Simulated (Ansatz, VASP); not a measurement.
**HfO2: VASP beside Ansatz**

File INCAR:

```
  ALGO = Fast
  EDIFF = 1E-8
  ENCUT = 520
  GGA = PE
  ISIF = 2
  ISMEAR = -1
  LASPH = T
  LCHARG = F
  LEFG = T
  LREAL = F
  LWAVE = F
  NBANDS = 56
  NELM = 100
  PREC = Accurate
  SIGMA = 0.02
```

File KPOINTS:

```
k-points
0
Gamma
  4 4 4
```

Contents of POSCAR:

```
HfO2
1.0
    5.0803194000      0.0000000000      0.0000000000
    0.0000000000      5.1648674500      0.0000000000
    0.0000000000      0.0000000000      4.8908836500
Hf O
4 8
Direct
    0.2774091800      0.2817995800      0.7279320600
    0.7774091800      0.2182004200      0.2720679400
    0.7225908200      0.7182004200      0.7279320600
    0.2225908200      0.7817995800      0.2720679400
    0.5000000000      0.5000000000      0.4243750100
    0.0000000000      0.0000000000      0.5756249900
    0.5000000000      0.0000000000      0.5109455500
    0.0000000000      0.5000000000      0.4890544500
    0.3131846800      0.6636487800      0.8954653800
    0.8131846800      0.8363512200      0.1045346200
    0.6868153200      0.3363512200      0.8954653800
    0.1868153200      0.1636487800      0.1045346200
```

Input for Ansatz:

```yaml
crystal:
  lattice:
    - [5.0803194, 0.0, 0.0]
    - [0.0, 5.16486745, 0.0]
    - [0.0, 0.0, 4.89088365]
  atoms:
    - { symbol: Hf, position: [0.27740918, 0.28179958, 0.72793206] }
    - { symbol: Hf, position: [0.77740918, 0.21820042, 0.27206794] }
    - { symbol: Hf, position: [0.72259082, 0.71820042, 0.72793206] }
    - { symbol: Hf, position: [0.22259082, 0.78179958, 0.27206794] }
    - { symbol: O, position: [0.5, 0.5, 0.42437501] }
    - { symbol: O, position: [0.0, 0.0, 0.57562499] }
    - { symbol: O, position: [0.5, 0.0, 0.51094555] }
    - { symbol: O, position: [0.0, 0.5, 0.48905445] }
    - { symbol: O, position: [0.31318468, 0.66364878, 0.89546538] }
    - { symbol: O, position: [0.81318468, 0.83635122, 0.10453462] }
    - { symbol: O, position: [0.68681532, 0.33635122, 0.89546538] }
    - { symbol: O, position: [0.18681532, 0.16364878, 0.10453462] }
kpoints:
  mp_grid: { grid: [4, 4, 4] }
scf:
  occupations: { method: fermi_dirac, width: 0.02 }
hamiltonian:
  xc: pbe
  pseudopotentials: { kind: paw }
output:
  forces: true
  stress: true
  populations: true
  efg:
    quadrupole_moments_barn: { Hf: 3.365, O: -0.02558 }
    contact_densities: true
```

The cell comes from a database or a generator and needn't be the stable form of this composition.

Alike in both runs: task electric field gradients; functional PBE; k mesh 4 × 4 × 4; occupations fermi-dirac, width 0.02 eV; no spin polarisation.

```csv
,VASP,Ansatz
version,VASP 6.6.1,Ansatz 0.2.0
potentials or method,"VASP PAW PBE potentials, release 64 (Hf_pv, O)","plane-wave PAW, scalar-relativistic"
plane-wave cutoff (eV),520,420
valence electrons in the cell,88,152
```

|  | VASP | Ansatz | Ansatz less VASP |
| --- | --- | --- | --- |
| gap on the k mesh at the Fermi level (eV) | 3.82 | 3.86 | +0.031 |
| pressure (GPa) | 6.5 | 9.9 | +3.43 |
| largest component of the traceless stress (GPa) | 0.39 | 0.57 | +0.186 |
| rms of the force components (eV/Å) | 0.043 | 0.081 | +0.0377 |
| Vzz of the field gradient on the site that differs most (V/Å²) | 183.5 | 225.7 | +42.25 |

Atom by atom the forces differ by 0.042 eV/Å (rms over components). With one functional, cell and mesh, what is left measures potentials, basis and numerics. The two sets of potentials don't hold the same shells in valence. Ansatz warned: «gradients_without_spin_orbit».

Caveats: spin-orbit coupling is left out, which moves the levels of the heavy elements. A k mesh can miss the band edges.
